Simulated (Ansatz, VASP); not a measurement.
# Os in VASP and in Ansatz

```
Os
1.0
     0.00000    1.94500    1.94500
     1.94500    0.00000    1.94500
     1.94500    1.94500    0.00000
Os
1
Direct
  0.00000 0.00000 0.00000
```

This isn't the form of Os at room conditions, which is hcp.

Alike in both runs: functional PBE; k mesh 9 × 9 × 9; occupations fermi-dirac, width 0.01 eV; non-collinear spin, spin-orbit coupling; Hubbard terms Os d U = 3.5 eV.

```csv
,VASP,Ansatz
version,VASP 6.6.1,Ansatz 0.2.0
potentials or method,"VASP PAW PBE potentials, release 64 (Os), cutoff 520 eV","all-electron LAPW, relativistic spinors"
task,single point,projected density of states
```

|  | VASP | Ansatz | Ansatz less VASP |
| --- | --- | --- | --- |
| gap on the k mesh at the Fermi level (eV) | none | none | - |
| pressure (GPa) | -14.6 | -9.3 | +5.31 |
| net moment per atom (μB) | 0.00 | 0.00 | 0.000 |

The programs project onto different local orbitals, so the same U acts differently. A gap of «none» marks a metal or a gap that the smearing closes. Ansatz ran all-electron here, so the differences hold the error of VASP's frozen core and of both bases.

Caveats: the U is typed as a test and isn't derived for this compound; U is the effective U less J, on atomic orbitals that reach past the spheres (Ansatz); the k mesh is thin for a metal, which can move the energy by tens of meV per atom (Ansatz); U without spin polarisation on a metal has little footing (Ansatz); the density of states is complete only up to the lowest level of the last band computed (Ansatz). The state reached can hang on the start; a lower one may exist.
